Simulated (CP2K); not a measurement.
Runs of CP2K 2026.2 on Cd. It takes space group Fm-3m (No. 225, cubic). Conventional cell: a = 4.436 Å, b = 4.436 Å, c = 4.436 Å, α = 90.00°, β = 90.00°, γ = 90.00°. Cd (site symmetry m-3m) is surrounded by 12 Cd at 3.14 Å. This isn't the form of Cd at room conditions, which is hcp.

```tsv
level	gap on the mesh (eV)	pressure (GPa)	relaxed volume (Å³/atom)
revPBE	none	0.0	23.78
PBE	none	0.0	(a)
LDA	none	0.0	20.51
PBEsol	none	0.0	21.23
```

Alike in all rows: task relaxation of cell and atoms; potentials or basis POTENTIAL_UZH Cd GTH-PBE-q12; TZVP-MOLOPT-PBE-GTH basis; no spin polarisation; cell relaxed; k mesh 8 × 8 × 8; smearing fermi-dirac 0.05 eV.

Estimate the missing entries.

(a) 22.98.

Caveats: the basis of atomic orbitals isn't converged, which shifts pressures, moduli and gaps; the real-space grid breaks the cell's symmetry a little; the potentials were made for another functional, which shifts forces and pressure (some runs).

A k mesh can miss the band edges, and the runs leave out spin-orbit coupling on Cd.

A gap of «none» marks a metal or a gap under the smearing width.
